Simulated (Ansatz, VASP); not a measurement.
## Two plane-wave programs on Sn

File INCAR:

```
PREC = Accurate ; ENCUT = 520
EDIFF = 1E-6 ; ISMEAR = -1
SIGMA = 0.02 ; LREAL = False
LASPH = True ; NELM = 60
ALGO = Normal ; ISIF = 2
LWAVE = False ; LCHARG = False
GGA = PE ; NBANDS = 21
```

File KPOINTS:

```
Automatic mesh
0
Gamma
  6 6 6
```

The input POSCAR:

```
Sn
1.0
   -0.0156346311      3.2806492033      3.2806492033
    3.2806492033     -0.0156346311      3.2806492033
    3.2806492033      3.2806492033     -0.0156346311
Sn
2
Direct
   -0.0005422541     -0.0005422541     -0.0005422541
    0.2505422541      0.2505422541      0.2505422541
```

Input for Ansatz:

```yaml
crystal:
  lattice:
    - [-0.0156346311, 3.2806492033, 3.2806492033]
    - [3.2806492033, -0.0156346311, 3.2806492033]
    - [3.2806492033, 3.2806492033, -0.0156346311]
  atoms:
    - { symbol: Sn, position: [-0.0005422541, -0.0005422541, -0.0005422541] }
    - { symbol: Sn, position: [0.2505422541, 0.2505422541, 0.2505422541] }
kpoints:
  mp_grid: { grid: [6, 6, 6] }
  band_path:
    path:
      - [0.0, 0.0, 0.0]
      - [0.5, 0.0, 0.5]
      - [0.625, 0.25, 0.625]
      - [0.375, 0.375, 0.75]
      - [0.5, 0.5, 0.5]
      - [0.5, 0.25, 0.75]
      - [-0.013346, 0.0, 0.013346]
    npoints: 1
hamiltonian:
  xc: pbe
scf:
  occupations: { method: fermi_dirac, width: 0.02 }
  n_extra_bands: 4
output:
  forces: true
  stress: true
  eigenvalues: true
```

Change from the starting cell: epitaxial_111 strain +0.4%.

Alike in both runs: task single point; functional PBE; k mesh 6 × 6 × 6; occupations fermi-dirac, width 0.02 eV; no spin polarisation.

|  | VASP | Ansatz |
| --- | --- | --- |
| version | VASP 6.6.1 | Ansatz 0.2.0 |
| potentials or method | VASP PAW PBE potentials, release 64 (Sn_d) | plane waves, PAW |
| plane-wave cutoff (eV) | 520 | 420 |
| valence electrons in the cell | 28 | 28 |

|  | VASP | Ansatz | Ansatz less VASP |
| --- | --- | --- | --- |
| pressure (GPa) | 1.4 | 1.4 | +0.05 |
| largest component of the traceless stress (GPa) | 0.06 | 0.06 | 0.000 |
| rms of the force components (eV/Å) | 0.010 | 0.010 | +0.0003 |

Atom by atom the forces differ by 0.000 eV/Å (rms over components). The functional is the same, so the differences come from potentials, cutoffs and numerics.
